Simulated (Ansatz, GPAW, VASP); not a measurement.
One calculation of GaAs, 4 ways

```xyz
2
Lattice="0.0000 2.8268 2.8268 2.8268 0.0000 2.8268 2.8268 2.8268 0.0000" Properties=species:S:1:pos:R:3 pbc="T T T"
As    4.2403    4.2403    4.2403
Ga    0.0000    0.0000    0.0000
```

Alike in all runs: task single point; functional PBE; k mesh 8 × 8 × 8; occupations gaussian, width 0.015 eV; no spin polarisation; no spin-orbit coupling. Pressure is positive in compression and, in plane waves, holds the error of the finite cutoff, which Ansatz's Pulay term estimates and takes out.

```csv
program and potentials,plane-wave cutoff (eV),notes,band gap (eV),pressure (GPa)
"Ansatz, Ansatz PAW",420,14 valence electrons an atom on average; Pulay term of +0.03 GPa included,0.52,3.27
"GPAW, GPAW PAW data sets (gpaw-data 1.2.1)",600,4 valence electrons an atom on average,0.59,4.33
"VASP, PBE PAW files As, Ga_d, 520 eV",520,9 valence electrons an atom on average,0.52,3.46
"Ansatz, all-electron LAPW, scalar-relativistic",-,-,0.52,3.27
```

The band gap spans 0.52 (Ansatz, Ansatz PAW) to 0.59 eV (GPAW, GPAW PAW data sets (gpaw-data 1.2.1)), with all-electron results at 0.52. The pressure spans 3.27 (Ansatz, Ansatz PAW) to 4.33 GPa (GPAW, GPAW PAW data sets (gpaw-data 1.2.1)), with all-electron results at 3.27. Spin-orbit coupling, left out here, moves the band edges of heavy atoms.

Differences between rows come from potentials, basis sets and numerical settings, since the functional is the same but for its coding. Runs on potential files found faulty are left out.

At this lattice constant, close to the measured one, all four runs give a positive pressure, so PBE would expand the crystal. This is its familiar underbinding of semiconductors with heavier atoms. The gap of 0.52 eV in the all-electron run is far below the well-known experimental value, mainly because a semilocal Kohn-Sham gap lacks the derivative discontinuity. Spin-orbit coupling can't account for the shortfall, since it raises the As 4p-derived valence band maximum and would narrow the gap further.

The Ansatz PAW run matches the all-electron gap and pressure, and VASP matches the gap with a slightly higher pressure. GPAW stands apart in both, at 0.59 eV and 4.33 GPa. Its four valence electrons per atom leave the Ga 3d shell in the core, which may remove the p-d repulsion that pushes the valence band maximum up and alter the core-valence response to compression, though other differences between the data sets could also contribute. The agreement among the other runs supports their numerical treatment of PBE, not the accuracy of PBE's gap.
